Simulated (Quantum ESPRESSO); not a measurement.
# LiH: dielectric tensor and Born charges under several settings

```
CELL_PARAMETERS angstrom
0.00000 2.03675 2.03675
2.03675 0.00000 2.03675
2.03675 2.03675 0.00000
ATOMIC_POSITIONS crystal
Li 0.00000 0.00000 0.00000
H 0.50000 0.50000 0.50000
```

All runs used Quantum ESPRESSO 7.5; k mesh 8 × 8 × 8, shifted; given cell; no spin polarisation; cutoff 612 eV; occupations smeared at first, fixed for the response.

| level | potentials | pressure (GPa) | ε∞ (diagonal) | Born charge of atom 1 (e) |
| --- | --- | --- | --- | --- |
| LDA | GBRV 1.5 LDA | -4.1 | 4.60 | 1.03 |
| PBE | GBRV 1.5 PBE | -1.7 | 4.25 | 1.02 |
| PBEsol | GBRV 1.5 PBEsol | ? | ? | ? |
| WC | GBRV 1.5 PBE | -2.0 | 4.39 | 1.01 |
| BLYP | GBRV 1.5 PBE | -1.1 | 3.85 | 1.03 |
| AM05 | GBRV 1.5 PBE | -1.6 | 4.48 | 1.01 |

**Question.** What stands in the row left open?

**Answer.** Pressure -2.3 GPa; ε∞ 4.48; Born charge of atom 1 1.02 e.

Caveats: the potentials were made for another functional, which shifts forces and pressure (some runs); the cell is more than 3 GPa from zero pressure, which shifts response properties (some runs).
